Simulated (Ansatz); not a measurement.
# Boron, simple cubic under PBEsol: ground state and equation of state, part 2 of 2

The plan for boron in the simple cubic structure: relax it, solve it on a dense k-mesh, then scale the cell to 7 volumes from 88 to 112 % of the relaxed one and try a fit of the equation of state. Spin polarisation is left out. The k-meshes are 16×16×16 for the relaxation; 27×27×27 for the dense run; 19×19×19 for the volumes.

Ansatz 0.2.0; DFT, PBEsol, plane waves (420 eV) with PAW, scalar-relativistic. The steps go on from the part before.

### 5 Equation of state: 92 %

input.yaml

```yaml
crystal:
  lattice:
    - [1.8248598837, 0.0, 0.0]
    - [0.0, 1.8248598837, 0.0]
    - [0.0, 0.0, 1.8248598837]
  atoms:
    - { symbol: B, position: [0.0, 0.0, 0.0] }
hamiltonian:
  xc: pbesol
  pseudopotentials:
    kind: paw
    azcp:
      B: "pseudopotentials/B.paw.azcp"
basis:
  ecutwfc: 420
  fft_grid_basis: typed
kpoints:
  mp_grid: { grid: [19, 19, 19], shift: [0, 0, 0] }
magnetization:
  spin_polarized: false
scf:
  occupations: { method: fermi_dirac, width: 0.1 }
  lower_state_search: "off"
output:
  stress: true
  write_density: true
  write_potential: true
  elf: true
  volumetric_format: npy
```

Launch:

```console
$ ansatz run input.yaml --threads 2 --pin off --max-ram 5120MiB --backend cpu --events-out ev --progress --plain --runs-dir out
```

Standard output (excerpt; [...] marks lines left out):

```text
Warning: <dir> the record states the generating functional pbe (its physics header spells it `PBE`), which answers neither for hamiltonian.xc's functional nor for the pbesol family's — results may be inconsistent (PPs are generated against a specific XC)
Warning: RAYON_NUM_THREADS=2 ignored (pool sized by the plan → 2); use --threads N
[...]
Pseudopotentials: kind: paw
Pseudopotential: B, paw, valence charge 3, recommended cutoff 420 eV (normal), <dir>
Functional definition: PBEsol
[...]
Crystal: 1 atoms, lattice volume = 6.077 Å³
Basis set: ecut = 420 eV, 123 PW (Γ)
Bands: 6, of which v1, the nominal top of the filled ones, is band 2 counted from 1 (1 counted from 0)
Symmetry: 48 space group operations
Space group: Pm-3m (ITA 221), of the structure as read, at distance tolerance 1.8e-5 Å
k-points: 220 of 6859
[...]
SCF iter   1: F=—  HF=-151.579251 eV  |F-HF|=—  |Δ(HF+E_count)|=         —  Δρ=3.74e-3  dr2=3.00e-4  ethr=1.77e-3  ⟨swp⟩=4.4  Hψ=9869  notcnv=0
[...]
SCF iter   6: F=-151.579165 eV  HF=-151.579165 eV  |F-HF|=5.91e-12  |Δ(HF+E_count)|=  1.45e-10  Δρ=7.00e-7  dr2=2.08e-11  ethr=1.86e-11  ⟨swp⟩=4.2  Hψ=4903  notcnv=0
[...]
SCF converged after 6 iterations
Free energy (F): -151.579165 eV
[...]
E sigma→0 (E₀):  -151.574860 eV
Entropy (-TS):   -0.008610 eV (-8.610 meV/atom)
Fermi energy:    11.798869 eV
[...]
--- Stress (GPa, compression-positive) ---
       23.708573       0.000000       0.000000
        0.000000      23.708573       0.000000
        0.000000       0.000000      23.708573
  P = ⅓ Tr σ = 23.7086 GPa (237.086 kbar)
--- Band table (eV; the first three rows and the last of 220) ---
  k-point 0: bands = ["-4.9562", "26.4950", "26.4950", "26.4950", "37.0666", "37.0666"]
[...]
```

It took 0.65 s on 2 threads of Arm Neoverse V2, shared host; peak memory 0.24 GiB.

Density in a lattice plane of the grid's cell (edges 1.82 and 1.82 Å, at 0.000 of the third edge), which holds B.

Values in e/Å³, 12 rows by 12 columns:
```
0.37 0.48 0.62 0.71 0.71 0.67 0.64 0.67 0.71 0.71 0.62 0.48
0.58 0.62 0.68 0.69 0.65 0.60 0.57 0.60 0.65 0.69 0.68 0.62
0.71 0.71 0.69 0.64 0.58 0.52 0.50 0.52 0.58 0.64 0.69 0.71
0.74 0.71 0.65 0.58 0.50 0.45 0.43 0.45 0.50 0.58 0.65 0.71
0.70 0.67 0.60 0.52 0.45 0.40 0.38 0.40 0.45 0.52 0.60 0.67
0.67 0.64 0.57 0.50 0.43 0.38 0.36 0.38 0.43 0.50 0.57 0.64
0.70 0.67 0.60 0.52 0.45 0.40 0.38 0.40 0.45 0.52 0.60 0.67
0.74 0.71 0.65 0.58 0.50 0.45 0.43 0.45 0.50 0.58 0.65 0.71
0.71 0.71 0.69 0.64 0.58 0.52 0.50 0.52 0.58 0.64 0.69 0.71
0.58 0.62 0.68 0.69 0.65 0.60 0.57 0.60 0.65 0.69 0.68 0.62
0.37 0.48 0.62 0.71 0.71 0.67 0.64 0.67 0.71 0.71 0.62 0.48
0.24 0.37 0.58 0.71 0.74 0.70 0.67 0.70 0.74 0.71 0.58 0.37
```
Columns run along the first of these edges and rows up along the second, over one cell in 12 and 12 even steps from the bottom left corner. Atoms in the plane (fractional): B at (0.00, 0.00).

ELF in the same plane.

Ten even steps from ' ' (0.01) to '@' (0.82):
```
        ..::==**##%%@@@@@@@@@@%%##**==::..      
        ::--++**##%%@@@@@@@@@@%%##**++--::      
......::--==++####%%%%%%@@%%%%%%####++==--::....
::::::--==++**####%%%%%%%%%%%%%%####**++==--::::
====++++++****######################****++++++==
####################**********##################
%%%%%%%%%%######********++********######%%%%%%%%
@@@@@@@@%%%%####****++++++++++****####%%%%@@@@@@
@@@@@@@@%%%%####**++++++==++++++**####%%%%@@@@@@
@@@@@@@@%%%%##****++++======++++****##%%%%@@@@@@
@@@@@@@@%%%%####**++++++==++++++**####%%%%@@@@@@
@@@@@@@@%%%%####****++++++++++****####%%%%@@@@@@
%%%%%%%%%%######********++********######%%%%%%%%
####################**********##################
====++++++****######################****++++++==
::::::--==++**####%%%%%%%%%%%%%%####**++==--::::
......::--==++####%%%%%%@@%%%%%%####++==--::....
        ::--++**##%%@@@@@@@@@@%%##**++--::      
        ..::==**##%%@@@@@@@@@@%%##**==::..      
        ..::==**##%%@@@@@@@@@@%%##**==::..      
```
Columns run along the first of these edges and rows up along the second, over one cell in 24 and 20 even steps from the bottom left corner. Atoms in the plane (fractional): B at (0.00, 0.00).

Both are smooth fields of the valence electrons: close to the nuclei they are not physical.

Maxima of ELF outside the ion cores: 0.82 on the B–B line, 0.9 Å from B.

### 6 Equation of state: 96 %

input.yaml: that of step 5 with these lines changed.

```diff
@@ -2,5 +2,5 @@
   lattice:
-    - [1.8248598837, 0.0, 0.0]
-    - [0.0, 1.8248598837, 0.0]
-    - [0.0, 0.0, 1.8248598837]
+    - [1.8509328332, 0.0, 0.0]
+    - [0.0, 1.8509328332, 0.0]
+    - [0.0, 0.0, 1.8509328332]
   atoms:
@@ -25,5 +25 @@
   stress: true
-  write_density: true
-  write_potential: true
-  elf: true
-  volumetric_format: npy
```

Launch:

```console
$ ansatz run input.yaml --threads 2 --pin off --max-ram 5120MiB --backend cpu --events-out ev --progress --plain --runs-dir out
```

Standard output (excerpt; [...] marks lines left out):

```text
Warning: <dir> the record states the generating functional pbe (its physics header spells it `PBE`), which answers neither for hamiltonian.xc's functional nor for the pbesol family's — results may be inconsistent (PPs are generated against a specific XC)
Warning: RAYON_NUM_THREADS=2 ignored (pool sized by the plan → 2); use --threads N
[...]
Pseudopotentials: kind: paw
Pseudopotential: B, paw, valence charge 3, recommended cutoff 420 eV (normal), <dir>
Functional definition: PBEsol
[...]
Crystal: 1 atoms, lattice volume = 6.341 Å³
Basis set: ecut = 420 eV, 123 PW (Γ)
Bands: 6, of which v1, the nominal top of the filled ones, is band 2 counted from 1 (1 counted from 0)
Symmetry: 48 space group operations
Space group: Pm-3m (ITA 221), of the structure as read, at distance tolerance 1.9e-5 Å
k-points: 220 of 6859
[...]
SCF iter   1: F=—  HF=-151.607460 eV  |F-HF|=—  |Δ(HF+E_count)|=         —  Δρ=3.37e-3  dr2=2.60e-4  ethr=1.77e-3  ⟨swp⟩=4.4  Hψ=9866  notcnv=0
[...]
SCF iter   6: F=-151.607374 eV  HF=-151.607374 eV  |F-HF|=4.73e-11  |Δ(HF+E_count)|=  2.89e-10  Δρ=1.60e-6  dr2=1.21e-10  ethr=4.02e-11  ⟨swp⟩=1.2  Hψ=3334  notcnv=0
[...]
SCF converged after 6 iterations
Free energy (F): -151.607374 eV
[...]
E sigma→0 (E₀):  -151.602881 eV
Entropy (-TS):   -0.008986 eV (-8.986 meV/atom)
Fermi energy:    11.203400 eV
[...]
--- Stress (GPa, compression-positive) ---
       10.894748       0.000000       0.000000
        0.000000      10.894748       0.000000
        0.000000       0.000000      10.894748
  P = ⅓ Tr σ = 10.8947 GPa (108.947 kbar)
```

It took 0.5 s on 2 threads of Arm Neoverse V2, shared host; peak memory 0.23 GiB.

### 7 Equation of state: 100 %

input.yaml: that of step 6 with these lines changed.

```diff
@@ -2,5 +2,5 @@
   lattice:
-    - [1.8509328332, 0.0, 0.0]
-    - [0.0, 1.8509328332, 0.0]
-    - [0.0, 0.0, 1.8509328332]
+    - [1.8762912287, 0.0, 0.0]
+    - [0.0, 1.8762912287, 0.0]
+    - [0.0, 0.0, 1.8762912287]
   atoms:
@@ -25 +25,5 @@
   stress: true
+  write_density: true
+  write_potential: true
+  elf: true
+  volumetric_format: npy
```

Launch:

```console
$ ansatz run input.yaml --threads 2 --pin off --max-ram 5120MiB --backend cpu --events-out ev --progress --plain --runs-dir out
```

Standard output (excerpt; [...] marks lines left out):

```text
Warning: <dir> the record states the generating functional pbe (its physics header spells it `PBE`), which answers neither for hamiltonian.xc's functional nor for the pbesol family's — results may be inconsistent (PPs are generated against a specific XC)
Warning: RAYON_NUM_THREADS=2 ignored (pool sized by the plan → 2); use --threads N
[...]
Pseudopotentials: kind: paw
Pseudopotential: B, paw, valence charge 3, recommended cutoff 420 eV (normal), <dir>
Functional definition: PBEsol
[...]
Crystal: 1 atoms, lattice volume = 6.605 Å³
Basis set: ecut = 420 eV, 123 PW (Γ)
Bands: 6, of which v1, the nominal top of the filled ones, is band 2 counted from 1 (1 counted from 0)
Symmetry: 48 space group operations
Space group: Pm-3m (ITA 221), of the structure as read, at distance tolerance 1.9e-5 Å
k-points: 220 of 6859
[...]
SCF iter   1: F=—  HF=-151.616388 eV  |F-HF|=—  |Δ(HF+E_count)|=         —  Δρ=3.11e-3  dr2=2.47e-4  ethr=1.77e-3  ⟨swp⟩=4.3  Hψ=9842  notcnv=0
[...]
SCF iter   6: F=-151.616287 eV  HF=-151.616287 eV  |F-HF|=8.91e-11  |Δ(HF+E_count)|=  7.93e-10  Δρ=2.13e-6  dr2=2.29e-10  ethr=8.20e-11  ⟨swp⟩=4.4  Hψ=4869  notcnv=0
[...]
SCF converged after 6 iterations
Free energy (F): -151.616287 eV
[...]
E sigma→0 (E₀):  -151.611611 eV
Entropy (-TS):   -0.009353 eV (-9.353 meV/atom)
Fermi energy:    10.648915 eV
[...]
--- Stress (GPa, compression-positive) ---
        0.233474      -0.000000      -0.000000
       -0.000000       0.233474       0.000000
        0.000000       0.000000       0.233474
  P = ⅓ Tr σ = 0.2335 GPa (2.335 kbar)
--- Band table (eV; the first three rows and the last of 220) ---
  k-point 0: bands = ["-5.2995", "24.3782", "24.3782", "24.3782", "34.8186", "34.8186"]
[...]
```

Run time: 0.64 s. Hardware: 2 threads of Arm Neoverse V2, shared host; peak memory 0.24 GiB.

### 8 Equation of state: 104 %

input.yaml: that of step 7 with these lines changed.

```diff
@@ -2,5 +2,5 @@
   lattice:
-    - [1.8762912287, 0.0, 0.0]
-    - [0.0, 1.8762912287, 0.0]
-    - [0.0, 0.0, 1.8762912287]
+    - [1.9009821026, 0.0, 0.0]
+    - [0.0, 1.9009821026, 0.0]
+    - [0.0, 0.0, 1.9009821026]
   atoms:
```

Launch:

```console
$ ansatz run input.yaml --threads 2 --pin off --max-ram 5120MiB --backend cpu --events-out ev --progress --plain --runs-dir out
```

Standard output (excerpt; [...] marks lines left out):

```text
Warning: <dir> the record states the generating functional pbe (its physics header spells it `PBE`), which answers neither for hamiltonian.xc's functional nor for the pbesol family's — results may be inconsistent (PPs are generated against a specific XC)
Warning: RAYON_NUM_THREADS=2 ignored (pool sized by the plan → 2); use --threads N
[...]
Pseudopotentials: kind: paw
Pseudopotential: B, paw, valence charge 3, recommended cutoff 420 eV (normal), <dir>
Functional definition: PBEsol
[...]
Crystal: 1 atoms, lattice volume = 6.870 Å³
Basis set: ecut = 420 eV, 147 PW (Γ)
Bands: 6, of which v1, the nominal top of the filled ones, is band 2 counted from 1 (1 counted from 0)
Symmetry: 48 space group operations
Space group: Pm-3m (ITA 221), of the structure as read, at distance tolerance 1.9e-5 Å
k-points: 220 of 6859
[...]
SCF iter   1: F=—  HF=-151.609264 eV  |F-HF|=—  |Δ(HF+E_count)|=         —  Δρ=2.94e-3  dr2=2.49e-4  ethr=1.77e-3  ⟨swp⟩=4.4  Hψ=9858  notcnv=0
[...]
SCF iter   6: F=-151.609138 eV  HF=-151.609138 eV  |F-HF|=1.20e-10  |Δ(HF+E_count)|=  4.84e-10  Δρ=2.38e-6  dr2=3.05e-10  ethr=7.58e-11  ⟨swp⟩=4.4  Hψ=4862  notcnv=0
[...]
SCF converged after 6 iterations
Free energy (F): -151.609138 eV
[...]
E sigma→0 (E₀):  -151.604283 eV
Entropy (-TS):   -0.009710 eV (-9.710 meV/atom)
Fermi energy:    10.131148 eV
[...]
--- Stress (GPa, compression-positive) ---
       -8.643281      -0.000000       0.000000
       -0.000000      -8.643281       0.000000
        0.000000       0.000000      -8.643281
  P = ⅓ Tr σ = -8.6433 GPa (-86.433 kbar)
--- Band table (eV; the first three rows and the last of 220) ---
  k-point 0: bands = ["-5.4490", "23.4233", "23.4233", "23.4233", "33.8023", "33.8023"]
[...]
```

Wall time 0.62 s (2 threads of Arm Neoverse V2, shared host); peak memory 0.24 GiB.

### 9 Equation of state: 108 %

input.yaml: that of step 8 with these lines changed.

```diff
@@ -2,5 +2,5 @@
   lattice:
-    - [1.9009821026, 0.0, 0.0]
-    - [0.0, 1.9009821026, 0.0]
-    - [0.0, 0.0, 1.9009821026]
+    - [1.925047722, 0.0, 0.0]
+    - [0.0, 1.925047722, 0.0]
+    - [0.0, 0.0, 1.925047722]
   atoms:
```

Launch:

```console
$ ansatz run input.yaml --threads 2 --pin off --max-ram 5120MiB --backend cpu --events-out ev --progress --plain --runs-dir out
```

Standard output (excerpt; [...] marks lines left out):

```text
Warning: <dir> the record states the generating functional pbe (its physics header spells it `PBE`), which answers neither for hamiltonian.xc's functional nor for the pbesol family's — results may be inconsistent (PPs are generated against a specific XC)
Warning: RAYON_NUM_THREADS=2 ignored (pool sized by the plan → 2); use --threads N
[...]
Pseudopotentials: kind: paw
Pseudopotential: B, paw, valence charge 3, recommended cutoff 420 eV (normal), <dir>
Functional definition: PBEsol
[...]
Crystal: 1 atoms, lattice volume = 7.134 Å³
Basis set: ecut = 420 eV, 147 PW (Γ)
Bands: 6, of which v1, the nominal top of the filled ones, is band 2 counted from 1 (1 counted from 0)
Symmetry: 48 space group operations
Space group: Pm-3m (ITA 221), of the structure as read, at distance tolerance 1.9e-5 Å
k-points: 220 of 6859
[...]
SCF iter   1: F=—  HF=-151.588768 eV  |F-HF|=—  |Δ(HF+E_count)|=         —  Δρ=2.85e-3  dr2=2.67e-4  ethr=1.77e-3  ⟨swp⟩=4.4  Hψ=9895  notcnv=0
[...]
SCF iter   6: F=-151.588619 eV  HF=-151.588619 eV  |F-HF|=8.27e-11  |Δ(HF+E_count)|=  5.68e-13  Δρ=1.91e-6  dr2=2.08e-10  ethr=3.16e-11  ⟨swp⟩=4.4  Hψ=4842  notcnv=0
[...]
SCF converged after 6 iterations
Free energy (F): -151.588619 eV
[...]
E sigma→0 (E₀):  -151.583593 eV
Entropy (-TS):   -0.010053 eV (-10.053 meV/atom)
Fermi energy:    9.646726 eV
[...]
--- Stress (GPa, compression-positive) ---
      -16.014774      -0.000000       0.000000
        0.000000     -16.014774      -0.000000
       -0.000000      -0.000000     -16.014774
  P = ⅓ Tr σ = -16.0148 GPa (-160.148 kbar)
--- Band table (eV; the first three rows and the last of 220) ---
  k-point 0: bands = ["-5.5860", "22.5311", "22.5311", "22.5311", "32.8538", "32.8538"]
[...]
```

Run time: 0.63 s. Hardware: 2 threads of Arm Neoverse V2, shared host; peak memory 0.24 GiB.

### 10 Equation of state: 112 %

input.yaml: that of step 9 with these lines changed.

```diff
@@ -2,5 +2,5 @@
   lattice:
-    - [1.925047722, 0.0, 0.0]
-    - [0.0, 1.925047722, 0.0]
-    - [0.0, 0.0, 1.925047722]
+    - [1.9485262276, 0.0, 0.0]
+    - [0.0, 1.9485262276, 0.0]
+    - [0.0, 0.0, 1.9485262276]
   atoms:
```

Launch:

```console
$ ansatz run input.yaml --threads 2 --pin off --max-ram 5120MiB --backend cpu --events-out ev --progress --plain --runs-dir out
```

Standard output (excerpt; [...] marks lines left out):

```text
Warning: <dir> the record states the generating functional pbe (its physics header spells it `PBE`), which answers neither for hamiltonian.xc's functional nor for the pbesol family's — results may be inconsistent (PPs are generated against a specific XC)
Warning: RAYON_NUM_THREADS=2 ignored (pool sized by the plan → 2); use --threads N
[...]
Pseudopotentials: kind: paw
Pseudopotential: B, paw, valence charge 3, recommended cutoff 420 eV (normal), <dir>
Functional definition: PBEsol
[...]
Crystal: 1 atoms, lattice volume = 7.398 Å³
Basis set: ecut = 420 eV, 147 PW (Γ)
Bands: 6, of which v1, the nominal top of the filled ones, is band 2 counted from 1 (1 counted from 0)
Symmetry: 48 space group operations
Space group: Pm-3m (ITA 221), of the structure as read, at distance tolerance 1.9e-5 Å
k-points: 220 of 6859
[...]
SCF iter   1: F=—  HF=-151.557183 eV  |F-HF|=—  |Δ(HF+E_count)|=         —  Δρ=2.79e-3  dr2=2.93e-4  ethr=1.77e-3  ⟨swp⟩=4.5  Hψ=9934  notcnv=0
[...]
SCF iter   6: F=-151.557003 eV  HF=-151.557003 eV  |F-HF|=3.65e-11  |Δ(HF+E_count)|=  1.37e-10  Δρ=1.24e-6  dr2=9.28e-11  ethr=7.79e-12  ⟨swp⟩=4.2  Hψ=4798  notcnv=0
[...]
SCF converged after 6 iterations
Free energy (F): -151.557003 eV
[...]
E sigma→0 (E₀):  -151.551815 eV
Entropy (-TS):   -0.010377 eV (-10.377 meV/atom)
Fermi energy:    9.192471 eV
[...]
--- Stress (GPa, compression-positive) ---
      -22.141467       0.000000       0.000000
        0.000000     -22.141467       0.000000
        0.000000       0.000000     -22.141467
  P = ⅓ Tr σ = -22.1415 GPa (-221.415 kbar)
--- Band table (eV; the first three rows and the last of 220) ---
  k-point 0: bands = ["-5.7120", "21.6940", "21.6940", "21.6940", "31.9634", "31.9634"]
[...]
```

Wall time 0.63 s (2 threads of Arm Neoverse V2, shared host); peak memory 0.24 GiB.

### 11 The equation of state

All volumes keep the relaxed shape and fractional coordinates.

```csv
V (Å³/atom),E − E₀ (meV/atom),P from the stress (GPa),P from the fit (GPa)
5.813,88.0,39.17,39.06
6.077,36.7,23.71,23.59
6.341,8.7,10.89,10.77
6.605,0.0,0.23,0.13
6.870,7.3,-8.64,-8.73
7.134,28.0,-16.01,-16.11
7.398,59.8,-22.14,-22.27
```

Fit (Birch-Murnaghan, third order): V₀ = 6.609 Å³/atom, B₀ = 242 GPa, B₀′ = 3.6, largest residual 0.02 meV/atom.

Fit and stress differ a little: one follows E(σ → 0), the other the smeared free energy.

### 12 Results

The summary covers parts 1 to 2.

| quantity | value |
| --- | --- |
| space group (spins left aside) | Pm-3m (No. 221) |
| conventional cell | a = 1.876 Å |
| volume | 6.605 Å³/atom |
| shortest distance | 1.876 Å |
| gap on the mesh | none (levels filled in part) |
| relative to alpha-rhombohedral (B12) | +1058 meV/atom |
| V₀, B₀, B₀′ | 6.609 Å³/atom, 242 GPa, 3.6 |

**Reading.** From the guessed start the volume shrank by 6.7 % in 7 steps. Against the reference form of boron (alpha-rhombohedral (B12), computed apart with the same settings) it stands 1058 meV/atom higher, so it is far from stable. No gap shows: it is a metal or semimetal at this level. B₀ comes out at 242 GPa. The symmetry was held, so the structure may be unstable against distortions that break it.
